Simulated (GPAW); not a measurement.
## TiO: single point with PBEsol

The system is TiO.

```
CELL_PARAMETERS angstrom
3.00943 0.00000 0.00000
-1.50472 2.60625 0.00000
0.00000 0.00000 2.93706
ATOMIC_POSITIONS crystal
Ti 0.00000 0.00000 0.00000
O 0.66667 0.33333 0.50000
```

The cell comes from a database or a generator and needn't be the stable form of this composition.

```
Program             : GPAW 26.7.0
Task                : single point
Functional          : PBEsol
Potentials or basis : PAW data sets generated in the run's folder for this functional
Cutoff              : 800 eV
Basis               : pw
k mesh              : 7 × 7 × 6
Occupations         : gaussian, width 0.05 eV
Spin                : collinear spin, ferromagnetic start
Starting moments    : [1.0, 0.0] μB
Maxiter             : 150
```

```json
{
  "Pressure": "-32.7 GPa",
  "Band gap on the k mesh": "none (metal or under the smearing width)",
  "Net moment": "0.00 μB per cell"
}
```

Stress tensor (GPa, compression positive):
```
-33.98   0.00   0.00
  0.00 -33.98   0.00
  0.00   0.00 -30.03
```

Levels at points of the mesh, in eV from the Fermi level:
Spin up:
```csv
k point,band 7,band 8,band 9,band 10,band 11,band 12
"(0.00, 0.00, 0.00)",-5.14,-4.84,-2.48,0.28,1.26,1.26
"(0.00, 0.00, 0.50)",-4.82,-4.82,-0.04,-0.04,0.69,1.35
```
Spin down:
```csv
k point,band 7,band 8,band 9,band 10,band 11,band 12
"(0.00, 0.00, 0.00)",-5.14,-4.84,-2.48,0.28,1.26,1.26
"(0.00, 0.00, 0.50)",-4.82,-4.82,-0.04,-0.04,0.69,1.35
```

Wall time 57 s on 1 thread of Intel(R) Xeon(R) Processor @ 2.50GHz (Skylake/Cascade Lake), on a shared host, peak memory 0.17 GiB.

Caveat: a pressure of tens of GPa on the cell as given is suspect, and the run, the potentials or the cell itself is likely at fault; semilocal functionals often make such compounds metallic where correlation or magnetic order opens a gap, which also shifts bond lengths.
